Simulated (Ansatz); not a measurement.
# Si2W (P6_222) in Ansatz: relaxation of cell and atoms with RPBE

Aim: the relaxation of cell and atoms of Si2W with RPBE.

Program: Ansatz 0.2.0. These are calculated values, not measurements. Logs are shortened: lines on timing, memory, paths and dates and some standing lists are left out, and cuts for length are marked.

## (1) The crystal as given

The structure is hexagonal, space group P6_222 (No. 180). Conventional cell: a = 4.617 Å, b = 4.617 Å, c = 6.653 Å, α = 90.00°, β = 90.00°, γ = 120.00°. Around W (site symmetry 222) lie 10 Si at 2.59 to 2.69 Å. Si (site symmetry 2) has 5 Si at 2.57 to 2.69 Å and 5 W at 2.59 to 2.69 Å as nearest neighbours.

Measurements of this composition are mostly on another form, of space group No. 139.

## (2) Relaxation of cell and atoms, RPBE

The input, input.yaml:

```yaml
crystal:
  lattice:
    - [4.6168523821, 0.0, 0.0]
    - [-2.3084261911, 3.9983114484, 0.0]
    - [0.0, 0.0, 6.653222]
  atoms:
    - { symbol: W, position: [0.5, 0.0, 0.5] }
    - { symbol: W, position: [0.5, 0.5, 0.8333333333] }
    - { symbol: W, position: [0.0, 0.5, 0.1666666667] }
    - { symbol: Si, position: [0.327252, 0.163626, 0.1666666667] }
    - { symbol: Si, position: [0.836374, 0.163626, 0.8333333333] }
    - { symbol: Si, position: [0.163626, 0.327252, 0.5] }
    - { symbol: Si, position: [0.672748, 0.836374, 0.1666666667] }
    - { symbol: Si, position: [0.163626, 0.836374, 0.8333333333] }
    - { symbol: Si, position: [0.836374, 0.672748, 0.5] }
hamiltonian:
  xc: rpbe
  pseudopotentials: { kind: paw }
kpoints:
  mp_grid: { grid: [7, 7, 4] }
scf:
  occupations: { method: fermi_dirac, width: 0.05 }
output:
  forces: true
  stress: true
  eigenvalues: true
  write_density: true
  write_potential: true
  elf: true
  volumetric_format: npy
relax:
  f_tol: 0.01
  max_steps: 40
  cell: { stress_tol: 0.05 }
```

Potentials or basis: Ansatz PAW.

On the command line:

```sh
> ansatz run input.yaml --threads 4 --pin off --max-ram 11264MiB --backend cpu --events-out ev --progress --plain --runs-dir out
```

The log of the run:

```text
Warning: RAYON_NUM_THREADS=4 ignored (pool sized by the plan → 4); use --threads N
Engine: ansatz 0.2.0, aarch64-unknown-linux-gnu
Pseudopotentials: kind: paw
Pseudopotential: W, paw, valence charge 14, recommended cutoff 420 eV (normal), W.paw.azcp
Pseudopotential: Si, paw, valence charge 4, recommended cutoff 420 eV (normal), Si.paw.azcp
Functional definition: RPBE
  parameter kappa = 0.804
  parameter beta = 0.06672455060314922
  exchange = rpbe_x(kappa = kappa, mu = beta*pi^2/3)
  correlation = pbe_c(beta = beta)
Crystal: 9 atoms, lattice volume = 122.816 Å³
Basis set: ecut = 420 eV, 2405 PW (Γ), exchange–correlation on 64×64×90 points (8 copies of the dense FFT grid, shifted against one another)
Bands: 42, of which v1, the nominal top of the filled ones, is band 33 counted from 1 (32 counted from 0)
Symmetry: 12 space group operations
Space group: P6222 (ITA 180), of the structure as read, at distance tolerance 5.0e-5 Å
k-points: 24 of 196 (time reversal used)
Non-local potential: W, projectors of the file, l = 0: 3, l = 1: 2, l = 2: 2, l = 3: 1
Non-local potential: Si, projectors of the file, l = 0: 2, l = 1: 2, l = 2: 2
PAW form: soft (Blöchl's): semilocal exchange-correlation on the pseudo side does not see the compensation charge
PAW frozen core: W, regenerated for the run's functional, and the local potential with it (the file was generated under x = pbe(κ = 0.804, μ = 0.2195149727645171), c = pbe(β = 0.06672455060314922))
PAW frozen core: Si, regenerated for the run's functional, and the local potential with it (the file was generated under x = pbe(κ = 0.804, μ = 0.2195149727645171), c = pbe(β = 0.06672455060314922))
PAW one-centre angular grid: W, 590 points (default); XC on 64 Gauss nodes
PAW one-centre angular grid: Si, 110 points (default); XC on 64 Gauss nodes
Initial density: superposition of atomic densities (neutral atoms: chi_scale 0, normalization atom), corrected by the library's trained network
Initial wavefunctions: pseudopotential atomic-orbital guess
Functional: x = rpbe, c = pbe(β = 0.06672455060314922)
SCF iter   1: F=—  HF=-35028.235236 eV  |F-HF|=—  |Δ(HF+E_count)|=         —  Δρ=8.60e-3  dr2=1.06e-1  ethr=1.77e-3  ⟨swp⟩=7.6  Hψ=4670  notcnv=0
preconditioner: auto → Resta (q_TF=auto, 2.460 Å⁻¹)  ε∞=9.4  [insulator: Δε(μ)=0.263 eV  Ē_g=7.485 eV  σ=0.050 eV  W_gap=0.86  n_scr=34 (ndim 8)  ℏωp=21.7 eV  f_vac=0.000  D(μ)=0.19/eV (n_scr^D=0)  ε∞_Penn≈9.4]
SCF iter   2: F=—  HF=-35028.219570 eV  |F-HF|=—  |Δ(HF+E_count)|=   1.57e-2  Δρ=4.20e-3  dr2=1.83e-2  ethr=1.60e-4  ⟨swp⟩=2.1  Hψ=1328  notcnv=0  defer=22
SCF iter   3: F=—  HF=-35028.217320 eV  |F-HF|=—  |Δ(HF+E_count)|=   2.25e-3  Δρ=8.08e-4  dr2=4.88e-4  ethr=2.77e-5  ⟨swp⟩=2.0  Hψ=1279  notcnv=0  defer=22
SCF iter   4: F=—  HF=-35028.217276 eV  |F-HF|=—  |Δ(HF+E_count)|=   4.37e-5  Δρ=8.25e-5  dr2=6.23e-6  ethr=7.40e-7  ⟨swp⟩=2.8  Hψ=1780  notcnv=0  defer=22
SCF iter   5: F=—  HF=-35028.217195 eV  |F-HF|=—  |Δ(HF+E_count)|=   8.17e-5  Δρ=1.19e-5  dr2=1.28e-7  ethr=9.43e-9  ⟨swp⟩=2.0  Hψ=1476  notcnv=0  defer=23
SCF iter   6: F=-35028.217195 eV  HF=-35028.217195 eV  |F-HF|=7.93e-10  |Δ(HF+E_count)|=   7.79e-9  Δρ=1.77e-6  dr2=3.42e-9  ethr=1.52e-10  ⟨swp⟩=15.3  Hψ=6663  notcnv=0
SCF 1 converged in 6 iterations: F = -35028.217195 eV  dr2 = 3.42e-9
relax step   1: F+E_penalty+E_count = -35028.21719477 eV  Δ(F+E_penalty+E_count) = +0.000e0 eV  max|allowed force component| = 8.347e-3 eV/Å  Δτ_max = 0.0000 Å  P = +2.229 GPa  Ω = 122.816 Å³  (6 SCF iters, dr2 threshold 1.00e-7 eV, accepted)
Crystal: 9 atoms, lattice volume = 124.617 Å³
Basis set: ecut = 420 eV, 2465 PW (Γ), exchange–correlation on 64×64×90 points (8 copies of the dense FFT grid, shifted against one another)
Initial density: handed on by an earlier stage of this run
Initial wavefunctions: those handed on with the density
iter 1 solved again at ethr=1.16e-6 eV; its pass at ethr=3.10e-3 eV (dr2=7.65e-4 eV) is discarded
SCF iter   1: F=—  HF=-35028.224013 eV  |F-HF|=—  |Δ(HF+E_count)|=         —  Δρ=6.54e-4  dr2=6.68e-4  ethr=1.16e-6  ⟨swp⟩=2.4  Hψ=5431  notcnv=0
preconditioner: auto → Resta (q_TF=auto, 2.454 Å⁻¹)  ε∞=9.5  [insulator: Δε(μ)=0.230 eV  Ē_g=7.410 eV  σ=0.050 eV  W_gap=0.81  n_scr=34 (ndim 8)  ℏωp=21.6 eV  f_vac=0.000  D(μ)=0.31/eV (n_scr^D=0)  ε∞_Penn≈9.5]
SCF iter   2: F=—  HF=-35028.223734 eV  |F-HF|=—  |Δ(HF+E_count)|=   2.80e-4  Δρ=3.65e-4  dr2=1.75e-4  ethr=1.01e-6  ⟨swp⟩=1.0  Hψ=1008  notcnv=0
SCF iter   3: F=—  HF=-35028.223679 eV  |F-HF|=—  |Δ(HF+E_count)|=   5.45e-5  Δρ=6.20e-5  dr2=3.60e-6  ethr=2.65e-7  ⟨swp⟩=2.7  Hψ=1455  notcnv=0
iter 4 did not close the SCF: its close was put off for the readings that it lacked (scf_convergence_deferred on its scf_iter line)
[... 28 lines left out ...]
SCF iter   4: F=—  HF=-35028.225938 eV  |F-HF|=—  |Δ(HF+E_count)|=   1.25e-8  Δρ=5.63e-7  dr2=3.58e-10  ethr=2.68e-12  ⟨swp⟩=2.0  Hψ=1800  notcnv=0
iter 5 did not close the SCF: its close was put off for the readings that it lacked (scf_convergence_deferred on its scf_iter line)
SCF iter   5: F=-35028.225938 eV  HF=-35028.225938 eV  |F-HF|=7.28e-12  |Δ(HF+E_count)|=  2.91e-11  Δρ=1.06e-7  dr2=8.23e-12  ethr=1.00e-12  ⟨swp⟩=2.4  Hψ=1390  notcnv=0
SCF iter   6: F=-35028.225938 eV  HF=-35028.225938 eV  |F-HF|=0.00e0  |Δ(HF+E_count)|=  7.28e-12  Δρ=2.44e-8  dr2=5.94e-13  ethr=1.00e-12  ⟨swp⟩=6.2  Hψ=4123  notcnv=0
SCF 4 converged in 6 iterations: F = -35028.225938 eV  dr2 = 5.94e-13
relax step   4: F+E_penalty+E_count = -35028.22593766 eV  Δ(F+E_penalty+E_count) = -4.152e-4 eV  max|allowed force component| = 3.883e-3 eV/Å  Δτ_max = 0.0000 Å  P = -0.013 GPa  Ω = 124.085 Å³  stress off target by 4.35e-2 GPa  SCF on the basis re-selected at this cell (its energy is not comparable with the rows above)  (6 SCF iters)
basis re-selected at this cell: Δ(F+E_penalty+E_count) = -4.152e-4 eV, ΔP = +0.002 GPa vs the last step (what re-selecting the basis moved, of the pressure what is left beyond the Pulay correction that the steps carried, after the strain that the cell walked since its last selection, with what the two solves' SCF thresholds leave and, on support functions, any second-order correction that the steps lacked; it is no measure of the basis error at this ecutwfc). This SCF's stress stands 4.35e-2 GPa from its target on what of the cell is left free (relax.cell.stress_tol is 5.00e-2 GPa) and its largest allowed force component is 3.88e-3 eV/Å (relax.f_tol is 1.00e-2 eV/Å): within both
SCF converged after 6 iterations
Free energy (F): -35028.225938 eV
Harris-Foulkes:  -35028.225938 eV  (|F-HF|=0.00e0)
Internal energy: -35028.222805 eV  (E = F + TS)
E sigma→0 (E₀):  -35028.224371 eV
Entropy (-TS):   -0.003133 eV (-0.348 meV/atom)
Fermi energy:    16.998722 eV
--- Per-component energies (eV) ---
  E_band       = -256.617046
  E_kinetic    = 1619.260457
  E_local      = -2873.365654  (includes V_loc(G=0)·N_el)
  E_nonlocal   = 145.270575
  E_hartree    = 1125.706411
  E_xc         = -1144.614800
  E_vxc        = -1011.553068  (∫ρ·V_xc dr)
  E_paw        = -28819.724732  (= ΣΔE_a)
  E_vpaw       = -387.642066  (= ΣTr[D̂ρ^β])
  E_aug_tail   = -0.000146  (compensation charges beyond the density's cutoff)
  E_ewald      = -5080.558295
  E_core_change = -0.196622  (= ΣΔE_core)
  E_smearing   = -0.003133  (= −TS)
  E_closure    = 0.000000  (closes the sum)
  Σ components = -35028.225938   (vs F -35028.225938, Δ=0.00e0)
--- Forces (eV/Å), atoms counted from 1 ---
  atom   1  W     -0.00000000     0.00000000    -0.00000000
  atom   2  W      0.00000000    -0.00000000     0.00000000
  atom   3  W     -0.00000000    -0.00000000    -0.00000000
  atom   4  Si     0.00336251     0.00194135    -0.00000000
  atom   5  Si    -0.00336251     0.00194135    -0.00000000
  atom   6  Si    -0.00000000     0.00388269     0.00000000
  atom   7  Si    -0.00336251    -0.00194135     0.00000000
  atom   8  Si     0.00336251    -0.00194135     0.00000000
  atom   9  Si     0.00000000    -0.00388269    -0.00000000
  max |Σ_I F_I| component: 2.03e-16 eV/Å
--- Stress (GPa, compression-positive) ---
        0.001881       0.000000       0.000000
        0.000000       0.001881      -0.000000
        0.000000      -0.000000      -0.043455
  P = ⅓ Tr σ = -0.0132 GPa (-0.132 kbar)
--- Band table (eV; the first three rows and the last of 24) ---
  k-point 0: bands = ["-57.3198", "-57.3086", "-57.3086", "-21.7087", "-21.7054", "-21.7054", "-21.6828", "-21.6828", "-21.6143", "-21.5843", "-21.5843", "-21.5709", "2.4847", "5.6851", "5.6851", "9.4586", "9.9923", "9.9923", "10.6426", "10.6426", "11.4713", "11.8342", "11.8342", "12.0987", "13.0156", "13.0156", "13.5275", "13.5275", "13.6303", "13.6303", "13.9597", "14.4066", "16.0777", "19.1817", "19.1817", "19.2460", "19.2773", "19.5655", "19.6414", "19.6414", "19.8205", "19.8205"]
  k-point 1: bands = ["-57.3188", "-57.3123", "-57.3058", "-21.7359", "-21.7017", "-21.6897", "-21.6779", "-21.6623", "-21.6164", "-21.6082", "-21.5835", "-21.5632", "2.7185", "4.4343", "6.9150", "9.6458", "9.9542", "10.2667", "10.2851", "10.8640", "11.1026", "11.3304", "11.4787", "11.5658", "13.2376", "13.3251", "13.3516", "13.6503", "13.8635", "14.1235", "14.4226", "14.4546", "16.6115", "18.2467", "18.9786", "19.4698", "19.4859", "19.4941", "19.4966", "19.5905", "19.7483", "19.7957"]
  k-point 2: bands = ["-57.3160", "-57.3160", "-57.3049", "-21.7468", "-21.6925", "-21.6861", "-21.6861", "-21.6186", "-21.6186", "-21.6175", "-21.6175", "-21.5552", "3.3951", "3.3951", "7.6274", "9.5425", "10.0829", "10.0829", "10.1547", "10.8424", "10.8424", "11.4165", "11.4165", "11.4576", "12.9689", "13.2476", "13.2476", "13.3002", "14.2564", "14.2564", "14.3657", "16.2798", "16.2798", "18.7418", "18.9674", "18.9674", "19.2037", "19.3858", "19.3858", "19.6089", "19.7033", "19.9996"]
  k-point 23: bands = ["-57.3159", "-57.3114", "-57.3094", "-21.7407", "-21.7249", "-21.7241", "-21.6664", "-21.6519", "-21.6342", "-21.5837", "-21.5809", "-21.5539", "5.4307", "5.4805", "6.1964", "6.8922", "7.1157", "8.0490", "10.3946", "10.7016", "11.2534", "11.7067", "12.7978", "12.7996", "13.2424", "13.2955", "13.4597", "13.5564", "14.6993", "15.0843", "15.3451", "15.6503", "16.4667", "17.5043", "17.7691", "17.8233", "18.3378", "18.7932", "18.9821", "19.1181", "19.5201", "20.0703"]
--- Relaxed structure (3 steps of the walk, 3 accepted, 1 SCFs on fresh bases) ---
  F+E_penalty+E_count = -35028.22593766 eV   max|allowed force component| = 3.883e-3 eV/Å   (the final SCF, on the basis selected at the relaxed cell)
  cell:  # Å, volume = 124.0847 Å³
    - [4.634119827838359, 2.8975516948672923e-11, 2.767054488962073e-19]
    - [-2.317059913944273, 4.0132654950747, -7.414300157901992e-20]
    - [3.9875279254229906e-19, 1.068454887340692e-19, 6.6719565469620905]
  atoms:
    - { symbol: W, position: [0.5, 6.025889261083528e-21, 0.5] }
    - { symbol: W, position: [0.5, 0.5, 0.8333333333333334] }
    - { symbol: W, position: [-1.6559781264821023e-20, 0.5, 0.16666666666666669] }
    - { symbol: Si, position: [0.3271382040944604, 0.1635691020472302, 0.16666666666666669] }
    - { symbol: Si, position: [0.8364308979527697, 0.16356910204723016, 0.8333333333333334] }
    - { symbol: Si, position: [0.16356910204723019, 0.32713820409446037, 0.5] }
    - { symbol: Si, position: [0.6728617959055396, 0.8364308979527698, 0.16666666666666669] }
    - { symbol: Si, position: [0.16356910204723013, 0.8364308979527697, 0.8333333333333334] }
    - { symbol: Si, position: [0.8364308979527697, 0.6728617959055395, 0.5] }
```

It took 17 s on 4 threads of Arm Neoverse V1, shared host; peak memory 0.47 GiB.

Results:

* Free energy: -35028.2259 eV
* Relaxed volume: 13.79 Å³/atom
* Relaxed cell: a = 4.634 Å, b = 4.634 Å, c = 6.672 Å, α = 90.00°, β = 90.00°, γ = 120.00°
* Space group after relaxing (to 0.05 Å): P6_222 (No. 180)
* Energy gained by relaxing: 1.0 meV/atom
* Ionic steps: 4
* Pressure after relaxing: 0.0 GPa
* Largest force after relaxing: 0.004 eV/Å
* Band gap on the k mesh: 0.23 eV, indirect (least direct gap 0.68 eV)

Forces in eV/Å, atoms in the order of the input:
```
W    0.000  0.000  0.000
W    0.000  0.000  0.000
W    0.000  0.000  0.000
Si   0.003  0.002  0.000
Si  -0.003  0.002  0.000
Si   0.000  0.004  0.000
Si  -0.003 -0.002  0.000
Si   0.003 -0.002  0.000
Si   0.000 -0.004  0.000
```

Step by step:
```
step  energy change (eV)  largest force (eV/Å)  volume (Å³)
   1              0.0000                0.0083       122.82
   2             -0.0065                0.0261       124.62
   3             -0.0083                0.0039       124.08
   4             -0.0087                0.0039       124.08
```

Final structure:
```
W Si
1.0
     4.63412    0.00000    0.00000
    -2.31706    4.01327    0.00000
     0.00000    0.00000    6.67196
W Si
3 6
Cartesian
  2.3171 0.0000 3.3360
  1.1585 2.0066 5.5600
  -1.1585 2.0066 1.1120
  1.1370 0.6564 1.1120
  3.4971 0.6564 5.5600
  0.0000 1.3129 3.3360
  1.1801 3.3568 1.1120
  -1.1801 3.3568 5.5600
  2.3171 2.7004 3.3360
```

Levels at points of the mesh, in eV from the valence-band top:
| k point | band 29 | band 30 | band 31 | band 32 | band 33 | band 34 | band 35 | band 36 | band 37 | band 38 |
| --- | --- | --- | --- | --- | --- | --- | --- | --- | --- | --- |
| (0.00, 0.00, 0.00) | -3.27 | -3.27 | -2.94 | -2.49 | -0.82 | 2.29 | 2.29 | 2.35 | 2.38 | 2.67 |
| (0.00, 0.00, -0.50) | -2.64 | -2.64 | -2.53 | -0.62 | -0.62 | 1.85 | 2.07 | 2.07 | 2.31 | 2.49 |

Caveat: odd divisions of the mesh miss points on the zone boundary, where band edges often lie, so the gap on the mesh can be too wide; the plane-wave basis is chosen anew once the cell has moved, so the energies of steps on either side of that aren't comparable; spin-orbit coupling is left out, which moves the levels of the heavy elements; the PAW data sets come from PBE, with cores solved anew for the run's functional, which leaves a small shift of forces and pressure. A k mesh can miss the band edges.
